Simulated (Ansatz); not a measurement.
## Ligand exchange: C3H7NO + C2H8OSi → C3H6O2 + C2H9NSi

Species: C3H7NO (propionamide) `CCC(N)=O`, singlet; C2H8OSi `CC[SiH2]O`, singlet; C3H6O2 `CCC(=O)O`, singlet; C2H9NSi `CC[SiH2]N`, singlet. The partners trade NH2 for OH: C–NH2 and Si–OH bonds give way to C–OH and Si–NH2.

Shapes, held fixed at every level: PBE0-D4/def2-TZVP. Flexible molecules stand in one conformer, not always the lowest. Programs: Ansatz 0.2.0. The zero-point and thermal change to 298 K, harmonic and unscaled (PBE0-D4/def2-TZVP), is 0.0 kJ/mol.

Task: Estimate ΔH(298 K) of this reaction.

Result: The highest level, CCSD(T)/CBS estimate, gives ΔH(298 K) = +41.5 kJ/mol; the levels span +31.2 to +45.0. The column of differences is taken from that level and isn't an error. No measured value is set beside it here. The CBS estimate extrapolates MP2 from def2-TZVPP and def2-QZVPP and adds CCSD(T) − MP2 in the triple-zeta set, cores frozen.

```json
{"level": "HF/def2-SVP", "kind": "Hartree–Fock", "ΔH(298 K) (kJ/mol)": "+34.5", "less CCSD(T)/CBS estimate": "-7.0"}
{"level": "PBE-D4/def2-TZVPP", "kind": "GGA", "ΔH(298 K) (kJ/mol)": "+39.7", "less CCSD(T)/CBS estimate": "-1.8"}
{"level": "B3LYP-D4/def2-TZVPP", "kind": "global hybrid", "ΔH(298 K) (kJ/mol)": "+44.0", "less CCSD(T)/CBS estimate": "+2.5"}
{"level": "BHLYP-D4/def2-TZVPP", "kind": "global hybrid", "ΔH(298 K) (kJ/mol)": "+45.0", "less CCSD(T)/CBS estimate": "+3.5"}
{"level": "MP2/def2-SVP", "kind": "perturbation theory", "ΔH(298 K) (kJ/mol)": "+33.3", "less CCSD(T)/CBS estimate": "-8.2"}
{"level": "MP2/def2-TZVPP", "kind": "perturbation theory", "ΔH(298 K) (kJ/mol)": "+42.5", "less CCSD(T)/CBS estimate": "+1.0"}
{"level": "CCSD/def2-SVP", "kind": "coupled cluster or CI", "ΔH(298 K) (kJ/mol)": "+31.2", "less CCSD(T)/CBS estimate": "-10.3"}
{"level": "CCSD(T)/CBS estimate", "kind": "coupled cluster or CI", "ΔH(298 K) (kJ/mol)": "+41.5", "less CCSD(T)/CBS estimate": "0.0"}
```
